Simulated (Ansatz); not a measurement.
Structure relaxation of Cd

All numbers below come from DFT PBE, scalar-relativistic, plane waves, PAW (Ansatz).

Cd was placed on the sites of a reported N cell (P2_13, No. 198), at a guessed volume.

The final relaxation ran on this input, with the default PAW datasets:

```yaml
crystal:
  lattice:
    - [4.4982400804, 0.0, 0.0]
    - [0.0, 4.4982400804, 0.0]
    - [0.0, 0.0, 4.4982400804]
  atoms:
    - { symbol: Cd, position: [2.38946e-05, 2.38946e-05, 2.38946e-05] }
    - { symbol: Cd, position: [0.4999761054, 0.9999761054, 0.5000238946] }
    - { symbol: Cd, position: [0.5000238946, 0.4999761054, 0.9999761054] }
    - { symbol: Cd, position: [0.9999761054, 0.5000238946, 0.4999761054] }
basis:
  ecutwfc: 420
kpoints:
  mp_grid: { grid: [10, 10, 10] }
hamiltonian:
  xc: pbe
scf:
  occupations: { method: gaussian, width: 0.1 }
output:
  forces: true
  stress: true
  eigenvalues: true
relax:
  adjacent_minimum: "off"
  f_tol: 0.01
  max_steps: 80
  cell: { stress_tol: 0.05 }
```

It can be run as:

```bash
ansatz run input.yaml --threads 1 --pin off --backend cpu --events-out ev --progress --plain --runs-dir out  # memory cap (--max-ram) not shown
```

End of the output:

```
SCF converged after 4 iterations
Free energy (F): -33017.787959 eV
Harris-Foulkes:  -33017.787959 eV  (|F-HF|=1.46e-11)
Internal energy: -33017.780032 eV  (E = F + TS)
E sigma→0 (E₀):  -33017.783996 eV
Entropy (-TS):   -0.007927 eV (-1.982 meV/atom)
Fermi energy:    13.676420 eV
--- Per-component energies (eV) ---
  E_band       = -1643.410206
  E_kinetic    = 2018.499716
  E_local      = -12024.868100  (includes V_loc(G=0)·N_el)
  E_nonlocal   = 128.563055
  E_hartree    = 5638.292884
  E_xc         = -707.887025
  E_vxc        = -887.806842  (∫ρ·V_xc dr)
  E_paw        = -16328.830668  (= ΣΔE_a)
  E_vpaw       = -2154.384607  (= ΣTr[D̂ρ^β])
  E_aug_tail   = 0.000054  (compensation charges beyond the density's cutoff)
  E_ewald      = -11741.549949
  E_smearing   = -0.007927  (= −TS)
  E_closure    =  0.000000  (closes the sum)
  Σ components = -33017.787959   (vs F -33017.787959, Δ=0.00e0)
--- Forces (eV/Å), atoms counted from 1 ---
  atom   1  Cd    -0.00015011    -0.00015011    -0.00015011
  atom   2  Cd     0.00015011     0.00015011    -0.00015011
  atom   3  Cd    -0.00015011     0.00015011     0.00015011
  atom   4  Cd     0.00015011    -0.00015011     0.00015011
  max |Σ_I F_I| component: 2.71e-20 eV/Å
--- Stress (GPa, compression-positive) ---
       -0.012022       0.000000       0.000000
        0.000000      -0.012022       0.000000
        0.000000       0.000000      -0.012022
  P = ⅓ Tr σ = -0.0120 GPa (-0.120 kbar)
--- Relaxed structure (1 steps of the walk, 1 accepted, 1 SCFs on fresh bases) ---
  F+E_penalty+E_count = -33017.78795908 eV   max|allowed force component| = 1.501e-4 eV/Å   (the final SCF, on the basis selected at the relaxed cell)
  cell:  # Å, volume = 91.0181 Å³
    - [4.498240, 0.0, 0.0]
    - [0.0, 4.498240, 0.0]
    - [0.0, 0.0, 4.498240]
  atoms:
    - { symbol: Cd, position: [2.38946e-5, 2.38946e-5, 2.38946e-5] }
    - { symbol: Cd, position: [0.499976, 0.999976, 0.500024] }
    - { symbol: Cd, position: [0.500024, 0.499976, 0.999976] }
    - { symbol: Cd, position: [0.999976, 0.500024, 0.499976] }
```

Absolute energies hang on the potentials; compare differences alone.

The result has space group Fm-3m (No. 225). Cd has 12 Cd at 3.18 Å.

Symmetry constrained the relaxation, so the result can be a saddle point.